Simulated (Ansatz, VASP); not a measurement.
## Two plane-wave programs on LuH2

```
Lu H
1.0
     3.55887    0.00000    0.00000
     1.77943    3.08207    0.00000
     0.00000    0.00000   22.89676
Lu H
4 8
Direct
  0.00000 0.00000 0.26205
  0.66667 0.66667 0.38895
  0.33333 0.33333 0.51586
  0.00000 0.00000 0.64277
  0.00000 0.00000 0.35723
  0.66667 0.66667 0.29377
  0.66667 0.66667 0.48414
  0.33333 0.33333 0.42068
  0.33333 0.33333 0.61105
  0.00000 0.00000 0.54759
  0.00000 0.00000 0.73795
  0.66667 0.66667 0.67450
```

Alike in both runs: task single point; functional PBEsol; k mesh 6 × 6 × 1; occupations fermi-dirac, width 0.05 eV; no spin polarisation.

|  | VASP | Ansatz |
| --- | --- | --- |
| version | VASP 6.6.1 | Ansatz 0.2.0 |
| potentials or method | VASP PAW PBE potentials, release 64 (Lu, H) | plane waves, PAW |
| plane-wave cutoff (eV) | 520 | 420 |
| valence electrons in the cell | 108 | 108 |

|  | VASP | Ansatz | Ansatz less VASP |
| --- | --- | --- | --- |
| gap on the k mesh at the Fermi level (eV) | none | none | - |
| rms of the force components (eV/Å) | 0.332 | 0.333 | +0.0013 |

A gap of «none» marks a metal or a gap that the smearing closes. With one functional, cell and mesh, what is left measures potentials, basis and numerics. Ansatz warned: «vacuum_density_over_bound».

Caveats: the PAW data sets were made with another functional, which shifts forces and pressure a little (VASP). Spin-orbit coupling is left out, which matters for the levels of Lu.
